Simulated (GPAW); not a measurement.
## TePt in GPAW: convergence with convergence criteria

TePt:

```
CELL_PARAMETERS angstrom
4.26288 0.00000 0.00000
-2.13144 3.69176 0.00000
0.00000 0.00000 5.66177
ATOMIC_POSITIONS crystal
Pt 0.00000 0.00000 0.00000
Pt 0.00000 0.00000 0.50000
Te 0.33333 0.66667 0.25000
Te 0.66667 0.33333 0.75000
```

Measurements of this composition are mostly on another form, of space group No. 166.

```yaml
Program: GPAW 26.7.0
Task: convergence study
Functional: r2SCAN
Potentials_or_basis: GPAW PAW data sets (gpaw-data 1.2.1)
Cutoff: 600 eV
Basis: pw
k_mesh: 5 × 5 × 3
Occupations: fermi-dirac, width 0.05 eV
Spin: no spin polarisation
```

These are the settings of the first run; the series varies convergence criteria, with any setting tied to it.

Hardware: 1 thread of Intel(R) Xeon(R) 6975P-C (Granite Rapids), with other jobs on the host.

Problem. The values tried are density=0.001 energy=0.01 eigenstates=0.0001, default, density=1e-05 energy=1e-05, density=1e-05 forces=0.0001, density=1e-06 energy=1e-06 eigenstates=1e-10, loosest first. From which on does the pressure stay within 0.1 GPa of the tightest run that finished?

Solution. From default on.

```tsv
convergence criteria	energy less the tightest run, at zero smearing (meV/atom)	pressure (GPa)	largest force (eV/Å)	SCF cycles	CPU time (s)	peak memory (GiB)
density=0.001 energy=0.01 eigenstates=0.0001	0.00	-2.16	0.002	9	27	0.35
default	0.00	-2.26	0.000	11	35	0.35
density=1e-05 energy=1e-05	0.00	-2.26	0.000	13	38	0.35
density=1e-05 forces=0.0001	0.00	-2.26	0.000	15	42	0.35
density=1e-06 energy=1e-06 eigenstates=1e-10	0.00	-2.26	0.000	14	43	0.35
```

Against the tightest run, the energy stays within 1 meV/atom from density=0.001 energy=0.01 eigenstates=0.0001 on; the largest force stays within 0.005 eV/Å from density=0.001 energy=0.01 eigenstates=0.0001 on. The tightest run that finished is the yardstick and may itself not be fully converged.

Caveat, for the tightest run too: the k mesh is coarse (spacing up to 0.37 Å⁻¹), so the values aren't converged; the PAW data sets were made with another functional, which shifts forces and pressure a little. Spin-orbit coupling is left out, which matters for the levels of Pt, Te.
